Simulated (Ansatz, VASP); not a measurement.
## InAs in VASP and in Ansatz

```
In As
1.0
     0.00000    3.10041    3.10041
     3.10041    0.00000    3.10041
     3.10041    3.10041    0.00000
In As
1 1
Direct
  0.00000 0.00000 0.00000
  0.25000 0.25000 0.25000
```

Change from the starting cell: hydrostatic strain +1.5%.

Alike in both runs: task single point; functional r2SCAN; k mesh 8 × 8 × 8; occupations fermi-dirac, width 0.02 eV; no spin polarisation.

```csv
,VASP,Ansatz
version,VASP 6.6.1,Ansatz 0.2.0
potentials or method,"VASP PAW PBE potentials, release 64 (In_d, As)","plane waves, PAW"
plane-wave cutoff (eV),520,500
valence electrons in the cell,18,28
```

|  | VASP | Ansatz | Ansatz less VASP |
| --- | --- | --- | --- |
| pressure (GPa) | -2.3 | -2.3 | +0.01 |

The two sets of potentials don't hold the same shells in valence.

Caveats: the PAW data sets were made with another functional, which shifts forces and pressure a little (VASP).
